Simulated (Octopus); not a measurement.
## MgSe under changes of volume

One of the cells (20.246 Å³/atom); the others are scaled copies at fixed shape and fractional positions:

```
CELL_PARAMETERS angstrom
0.00000 2.72550 2.72550
2.72550 0.00000 2.72550
2.72550 2.72550 0.00000
ATOMIC_POSITIONS crystal
Se 0.50000 0.50000 0.50000
Mg 0.00000 0.00000 0.00000
```

```yaml
Program: Octopus 16.4
Functional: PBEsol
Potentials_or_basis: pseudodojo_pbesol (PseudoDojo 0.4, PBEsol)
Grid_spacing: 0.128 Å
k_mesh: 8 × 8 × 8
Occupations: fermi-dirac, width 0.05 eV
Spin: no spin polarisation
```

```csv
volume (Å³/atom),energy over the lowest point (meV/atom),gap on the mesh (eV)
19.031,?,?
19.436,21.92,1.84
19.841,11.92,1.80
20.246,6.61,1.77
20.651,1.44,1.74
21.056,0.00,1.71
21.461,1.01,1.68
```

Q: What does the run at 19.031 Å³/atom give?

A: Energy over the lowest point 34.58 meV/atom; gap on the mesh 1.87 eV.

Worked out: A Birch-Murnaghan fit of order 3 (a polynomial in V^(-2/3)) to the other rows has its minimum at 21.12 Å³/atom with B0 = V·E''(V) = 50 GPa (rough, since the energies scatter). It gives 33.62 meV/atom at 19.031 Å³/atom, against the run's 34.58. A straight line through the other rows of the gap, of slope -1.59 eV per unit of ln V, extrapolates to 1.87 eV, against the run's 1.87.

Energies are extrapolated to zero smearing.

A mesh can miss the band edges. Spin-orbit coupling on Se is left out.
